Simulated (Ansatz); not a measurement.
A computed series for ZnTe: response to strain

Take ZnTe in the zinc blende structure (space group F-43m, No. 216; a = 6.179 Å) as the base. Axes: x, y, z lie along the cube axes.

Strains are applied to the cell and any free atomic positions relax; under biaxial strain the out-of-plane vector relaxes too.

All numbers come from PBE (Ansatz, a first-principles code), no spin-orbit coupling, earlier PAW set.

Candidates:
(a) tensor shear ε_yz = +0.73 %
(b) biaxial strain −2.46 %, plane normal [111], relaxed out of plane
(c) biaxial strain −2.35 %, plane normal [111], relaxed out of plane
(d) biaxial strain −2.08 %, plane normal [110], relaxed out of plane

Notes on the quantities. energy relative to the base: free energy F.

Problem. Order them by energy relative to the base, lowest first.

Solution. (a) tensor shear ε_yz = +0.73 % (+0.6 meV/atom), (d) biaxial strain −2.08 %, plane normal [110], relaxed out of plane (+7.1 meV/atom), (c) biaxial strain −2.35 %, plane normal [111], relaxed out of plane (+10 meV/atom), (b) biaxial strain −2.46 %, plane normal [111], relaxed out of plane (+11 meV/atom)

Stability against distortions was not tested.
